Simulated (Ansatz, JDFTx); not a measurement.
## BP: 3 runs at one level of theory

The starting cell:

```
P B
1.0
     0.00000    2.26900    2.26900
     2.26900    0.00000    2.26900
     2.26900    2.26900    0.00000
P B
1 1
Direct
  0.75000 0.75000 0.75000
  0.00000 0.00000 0.00000
```

Alike in all runs: task relaxation of cell and atoms; functional PBE; k mesh 10 × 10 × 10; occupations fermi-dirac, width 0.05 eV; no spin polarisation; no spin-orbit coupling.

```json
{"program and potentials": "Ansatz, Ansatz PAW", "plane-wave cutoff (eV)": "420", "notes": "-", "equilibrium volume (Å³/atom)": "11.76"}
{"program and potentials": "Ansatz, all-electron LAPW, scalar-relativistic", "plane-wave cutoff (eV)": "-", "notes": "-", "equilibrium volume (Å³/atom)": "11.76"}
{"program and potentials": "JDFTx, PseudoDojo-SR-PBE-0.5-standard with smoothed tails", "plane-wave cutoff (eV)": "1034", "notes": "-", "equilibrium volume (Å³/atom)": "11.75"}
```

The equilibrium volume spans 11.75 (JDFTx, PseudoDojo-SR-PBE-0.5-standard with smoothed tails) to 11.76 Å³/atom (Ansatz, Ansatz PAW), with all-electron results at 11.76. Relaxations stop with a little pressure left, so the last digit of a volume isn't settled.

The functional is the same throughout but for its coding, so the spread measures potentials, basis and numerics; runs on potential files found faulty are left out.
